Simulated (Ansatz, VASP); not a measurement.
## Two plane-wave programs on Sn

The input INCAR:

```
SYSTEM = Sn
PREC     = Accurate       ! precision mode
ENCUT    = 600            ! plane-wave cutoff, eV
EDIFF    = 1E-6           ! SCF threshold, eV
ISMEAR   = -1             ! smearing method
SIGMA    = 0.05           ! smearing width, eV
LREAL    = .FALSE.        ! projectors in reciprocal space
LASPH    = .TRUE.         ! aspherical terms in the spheres
NELM     = 100            ! most SCF steps
ALGO     = Fast           ! electronic algorithm
ISIF     = 3              ! what is computed and relaxed
LWAVE    = .FALSE.        ! write WAVECAR
LCHARG   = .FALSE.        ! write CHGCAR
GGA      = PE             ! functional
IBRION   = 2              ! ionic algorithm
NSW      = 40             ! ionic steps
EDIFFG   = -0.01          ! ionic threshold
```

Contents of KPOINTS:

```
Automatic mesh
0
G
  10 10 10
  0 0 0
```

The input POSCAR:

```
Sn
1.0
   -1.8946518192      1.8946518192      1.8946518192
    1.8946518192     -1.8946518192      1.8946518192
    1.8946518192      1.8946518192     -1.8946518192
Sn
1
Direct
    0.0000000000      0.0000000000      0.0000000000
```

The input input.yaml:

```yaml
crystal:
  lattice:
    - [-1.8946518192, 1.8946518192, 1.8946518192]
    - [1.8946518192, -1.8946518192, 1.8946518192]
    - [1.8946518192, 1.8946518192, -1.8946518192]
  atoms:
    - { symbol: Sn, position: [0.0, 0.0, 0.0] }
hamiltonian:
  xc: pbe
  pseudopotentials: { kind: paw }
kpoints:
  mp_grid: { grid: [10, 10, 10] }
scf:
  occupations: { method: fermi_dirac, width: 0.05 }
output:
  forces: true
  stress: true
  eigenvalues: true
  write_density: true
  write_potential: true
  elf: true
  volumetric_format: npy
relax:
  f_tol: 0.01
  max_steps: 40
  cell: { stress_tol: 0.05 }
```

This isn't the form of Sn at room conditions, which is tetragonal (white tin).

Alike in both runs: task relaxation of cell and atoms; functional PBE; k mesh 10 × 10 × 10; occupations fermi-dirac, width 0.05 eV; no spin polarisation.

|  | VASP | Ansatz |
| --- | --- | --- |
| version | VASP 6.6.1 | Ansatz 0.2.0 |
| potentials or method | VASP PAW PBE potentials, release 54 (Sn) | Ansatz PAW |
| plane-wave cutoff (eV) | 600 | 420 |
| valence electrons in the cell | 4 | 14 |

|  | VASP | Ansatz | Ansatz less VASP |
| --- | --- | --- | --- |
| gap on the k mesh at the Fermi level, each at its own relaxed structure (eV) | none | none | - |
| relaxed volume (Å³/atom) | 27.53 | 27.58 | +0.053 |
| relaxed cell length with the largest relative difference (Å) | 3.295 | 3.297 | +0.0021 |

A gap of «none» marks a metal or a gap that the smearing closes. The two sets of potentials don't hold the same shells in valence.

Caveats: the plane-wave basis is chosen anew once the cell has moved, so the energies of steps on either side of that aren't comparable (Ansatz).
